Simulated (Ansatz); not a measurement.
**NaCl (Fm-3m) as a strained film**

```
Na Cl
1.0
     2.73219    2.73219    0.00000
    -2.73219    2.73219    0.00000
     0.00000    2.73219    2.73219
Na Cl
1 1
Direct
  0.00000 0.00000 0.00000
  0.50000 0.50000 0.00000
```

This cell was relaxed by PAW under LDA. A film on a (001) substrate is mimicked by stretching x and y by ε∥; the length along z and the atoms then relax by PAW (default files of Ansatz 0.2.0, cutoff 420 eV, stress met within about 0.05 GPa). Stress and levels come from LDA, all-electron LAPW in Ansatz 0.2.0, scalar-relativistic; k mesh 8×8×8, fixed occupations, basis error target 0.5 meV/atom. Conduction levels are in eV over the valence top, at fixed fractional wave vectors.

```
ε∥ (%)  ε⊥ (%)  σ∥ (GPa, tension positive)      Γ  L (oblique)  X ∥ z  X ⊥ z  2nd valence level at Γ     3rd
  -2.0   0.758                       -1.81  5.211        7.075  7.514  7.482                  -0.015  -0.015
  -1.0   0.371                       -0.85  5.141        7.055  7.457  7.444                  -0.009  -0.009
  -0.5   0.246                       -0.40  5.105        7.044  7.430  7.423                  -0.005  -0.005
   0.0   0.000                        0.00  5.075        7.035  7.408  7.408                   0.000   0.000
   0.5  -0.251                        0.37  5.041        7.021  7.382  7.388                   0.000  -0.006
   1.0       ?                           ?      ?            ?      ?      ?                       ?       ?
   2.0  -0.734                        1.35  4.932        6.973  7.308  7.322                   0.000  -0.023
```

The last two columns are counted from the highest valence level at Γ.

Problem. How does the film contract along z, and how stiff is it in the plane?

Solution. Quadratic fits through the 6 rows shown have slopes dε⊥/dε∥ = -0.379 and dσ∥/dε∥ = 79.0 GPa at zero strain. Elasticity asks −2C12/C11 = -0.372 and C11 + C12 − 2C12²/C11 = 78.3 GPa, from PAW constants C11 = 70.1, C12 = 13.0 GPa. At the level of the σ∥ column the films keep up to 0.05 GPa along z against the unstrained cell, and the constants are scalar-relativistic PAW values, so part of the difference is the change of level.

Problem. Which shear deformation potential b does the valence splitting give?

Solution. Without spin-orbit coupling the single level moves against the pair by 3b(ε⊥ − ε∥): 0.0050 eV at ε⊥ − ε∥ = 0.00746 and -0.0056 eV at -0.00751, so b = 0.24 eV.

Problem. Fill the row at ε∥ = 1.0 %.

Solution. The fits give ε⊥ = -0.380 % and σ∥ = 0.73 GPa. Computed: ε⊥ (%) = -0.375, σ∥ (GPa, tension positive) = 0.72, Γ = 5.003, L (oblique) = 7.005, X ∥ z = 7.356, X ⊥ z = 7.365, 2nd valence level at Γ = 0.000, 3rd = -0.011. The levels have a kink at zero strain, where another valence state takes the top, so one parabola doesn't fit them.

Problem. What is the slope of the gap under small compression and under small tension?

Solution. dE_g/dε∥ is -59 meV per % on the compressed side and -68 on the stretched side, so the gap rises under compression and falls under tension. The lowest conduction level stays at Γ.

Limits of these numbers: the frozen-core PAW files of the relaxations were fitted under PBE, their cores solved anew for this functional; semilocal gaps are low, and the spacing of valleys can be off by tenths of an eV; levels are read at fixed fractional k, so an edge that moves off these points is missed.
